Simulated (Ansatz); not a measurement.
Consider SrF₂ in the fluorite structure (space group Fm-3m, No. 225; a = 5.7906 Å). Axes: x, y, z lie along the cube axes.

Method: DFT with r2SCAN, PAW potentials and a 500 eV plane-wave cutoff in Ansatz (an electronic-structure program), scalar-relativistic without spin-orbit coupling.

Free-standing slabs (3 atom(s) a layer) normal to [111] with 15 Å of vacuum; in-plane cell held at bulk.

One change was made to it. Results:

```json
[
 {"quantity": "band gap", "base": "7.60 eV", "after": "7.27 eV"},
 {"quantity": "smallest direct gap", "base": "7.70 eV", "after": "7.34 eV"},
 {"quantity": "excess energy per area of both faces (slab less bulk energy over the cell's area: twice a surface energy)", "base": "–", "after": "0.88 J/m²"}
]
```

Problem. Which change produced these results?
A) 2 layers
B) 3 layers
C) 6 layers

Solution. C, 6 layers. For comparison, the band gap in the other runs: 3 layers gives 7.22 eV; 2 layers gives 7.17 eV.

The excess energy carries the mismatch between the slab's and the bulk's meshes. Whether these cells are dynamically stable was not tested.
